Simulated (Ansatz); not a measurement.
**Convergence of AlNi3 with the k-point mesh**

Level of theory: Ansatz, DFT PBE, scalar-relativistic, plane waves, PAW.

```yaml
crystal:
  lattice:
    - [0.00918, 2.80870, 2.80147]
    - [2.80352, 0.00613, 2.80452]
    - [2.81058, 2.81882, -0.00094]
  atoms:
    - { symbol: Al, position: [0.51799, 0.47545, 0.48120] }
    - { symbol: Ni, position: [0.23471, 0.21297, 0.23590] }
    - { symbol: Ni, position: [0.05270, 0.96234, 0.03015] }
    - { symbol: Ni, position: [0.77290, 0.72066, 0.80167] }
```

```json
{
 "plane-wave cutoff": "420 eV",
 "occupation rule": "Gaussian smearing, 0.1 eV",
 "spin treatment": "unpolarised"
}
```

The atoms stay fixed while the k-point mesh is varied. ΔE is the energy extrapolated to zero smearing, less that of the reference run (10×10×10). The cell was strained and its atoms displaced at random, so that forces don't vanish. The meshes are Γ-centred. Pressure is positive in compression.

Times are rough; the reference took 63 s on 1 thread of Intel(R) Xeon(R) Processor @ 2.70GHz, on a shared host, peak memory 0.88 GiB.

(1) Tried: 1×1×1, 2×2×2, 4×4×4, 6×6×6, 10×10×10. From which k-point mesh on does the energy per atom stay within 100, 10 and 1 meV of the reference?

Results:

(1) 2×2×2 for 100 meV, 4×4×4 for 10 meV, none but the reference for 1 meV. The reference itself isn't shown to be converged. At 4×4×4, where the energy is within 10 meV, force components still miss by up to 0.029 eV/Å, where the largest force is 3.868 eV/Å.

| mesh | ΔE (meV/atom) | P (GPa) | largest change of a force component (eV/Å) | irreducible points | wall time (s) |
| --- | --- | --- | --- | --- | --- |
| 1×1×1 | 1504 | 17.29 | 2.518 | 1 | 0.81 |
| 2×2×2 | 58.1 | 15.97 | 0.697 | 8 | 1.5 |
| 4×4×4 | -6.67 | 15.79 | 0.029 | 36 | 4.2 |
| 6×6×6 | -2.04 | 15.89 | 0.050 | 112 | 13 |
| 10×10×10 | 0.00 | 15.94 | 0.000 | 504 | 63 |

9 further runs of this set didn't finish or converge.